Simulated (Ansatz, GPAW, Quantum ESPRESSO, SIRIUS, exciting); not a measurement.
**Ta: 5 runs at one level of theory**

```
CELL_PARAMETERS angstrom
0.00000 2.11000 2.11000
2.11000 0.00000 2.11000
2.11000 2.11000 0.00000
ATOMIC_POSITIONS crystal
Ta 0.00000 0.00000 0.00000
```

This isn't the form of Ta at room conditions, which is bcc.

Alike in all runs: task equation of state; functional PBEsol; k mesh 11 × 11 × 11; occupations fermi-dirac, width 0.05 eV; no spin polarisation; no spin-orbit coupling.

| program and potentials | plane-wave cutoff (eV) | notes | equilibrium volume (Å³/atom) | bulk modulus (GPa) |
| --- | --- | --- | --- | --- |
| exciting, all-electron LAPW+lo, shipped species files, valence relativity iora* | - | - | 18.23 | 199.1 |
| Quantum ESPRESSO, GBRV 1.5 PBEsol | 762 | - | 18.23 | 199.6 |
| SIRIUS, PseudoDojo 0.4.1 PBEsol standard (scalar relativistic) | 807 | - | ? | ? |
| Ansatz, all-electron LAPW, scalar-relativistic | - | - | 18.24 | 197.3 |
| GPAW, PAW data sets generated for this functional | 600 | - | 18.26 | 198.6 |

Task: Estimate from the other rows what the run with SIRIUS, PseudoDojo 0.4.1 PBEsol standard (scalar relativistic) gave.

Result: Equilibrium volume 18.25 Å³/atom; bulk modulus 198.2 GPa. The other rows, which needn't bracket it: equilibrium volume 18.23 to 18.26; bulk modulus 197.3 to 199.6.
